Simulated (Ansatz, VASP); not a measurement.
One calculation of GaP, two programs

The input INCAR:

```
PREC = Accurate ; ENCUT = 520
EDIFF = 1E-6 ; ISMEAR = -1
SIGMA = 0.05 ; LREAL = F
LASPH = T ; NELM = 60
ALGO = Normal ; ISIF = 2
LWAVE = F ; LCHARG = F
GGA = PE ; NBANDS = 16
```

File KPOINTS:

```
regular mesh
0
Gamma
  12 12 12
```

The input POSCAR:

```
GaP
1.0
    0.0000000000      2.6017947875      2.6017947875
    2.6017947875      0.0000000000      2.6017947875
    2.6017947875      2.6017947875      0.0000000000
Ga P
1 1
Direct
    0.0000000000      0.0000000000      0.0000000000
    0.5000000000      0.5000000000      0.5000000000
```

Input for Ansatz:

```yaml
crystal:
  lattice:
    - [0.0, 2.6017947875, 2.6017947875]
    - [2.6017947875, 0.0, 2.6017947875]
    - [2.6017947875, 2.6017947875, 0.0]
  atoms:
    - { symbol: Ga, position: [0.0, 0.0, 0.0] }
    - { symbol: P, position: [0.5, 0.5, 0.5] }
kpoints:
  mp_grid: { grid: [12, 12, 12] }
scf:
  occupations: { method: fermi_dirac, width: 0.05 }
hamiltonian:
  xc: pbe
  pseudopotentials: { kind: all_electron, lapw: { basis_error: 0.001 } }
output:
  forces: true
  stress: true
  eigenvalues: true
```

Change from the starting cell: volume scaled by 1.025.

Alike in both runs: task single point; functional PBE; k mesh 12 × 12 × 12; occupations fermi-dirac, width 0.05 eV; no spin polarisation.

```csv
,VASP,Ansatz
version,VASP 6.6.1,Ansatz 0.2.0
potentials or method,"VASP PAW PBE potentials, release 64 (Ga_d, P)","all-electron LAPW, scalar-relativistic"
plane-wave cutoff (eV),520,see its input
```

```csv
,VASP,Ansatz,Ansatz less VASP
pressure (GPa),-2.0,-2.0,-0.03
```

Ansatz ran all-electron here, so the differences hold the error of VASP's frozen core and of both bases.
